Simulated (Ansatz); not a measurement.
# Does disorder add resistance in series? Ag(111) layers with 50 % Ir

Two lengths of the disordered region are known. What area resistance does the third give?

**Method.** Ansatz 0.2.0, plane waves with PAW datasets at their recommended cutoffs (420 eV for most), Fermi-Dirac smearing; ballistic transmission by layer matching. The area resistance is RA = A (h/2e²)(1/T − 1/N), with T the zone-mean transmission per spin and N the lead's channels, both averaged over a few energies near the Fermi level; for magnets each spin is taken apart, with h/e², and the two conduct in parallel. Lateral cell 2x2, PBE, a fresh random draw for each length.

Results; the value marked ? is to be predicted:

| length (Å) | channels N | RA (fΩ m²) |
| --- | --- | --- |
| 9.44 | 3.245 | 1.97 |
| 18.9 | 3.266 | 3.95 |
| 28.3 | 3.266 | ? |

**Estimate by hand.**

Ohm's law makes RA linear in the length: the slope is (3.95 − 1.97)/(18.9 − 9.44) = 0.210 fΩ m² per Å, or 210 µΩ cm. Then 3.95 + 0.210 × 9.44. Predicted: 5.93 fΩ m².

Check against the run:

4.82 fΩ m², so the prediction is 23 % too high. The three lengths together give 151 µΩ cm. Single draws scatter; these runs don't part the causes of the miss, and leave the question open.

**Limits.** The scatterers repeat sideways with the small cell. The slope is a raw one; a model of isotropic scattering puts it 1.00 times the bulk value over these lengths. Atoms sit unrelaxed on the host's lattice, and the pair may not mix at random in practice. Spin-orbit coupling is left out, which matters for Ir.
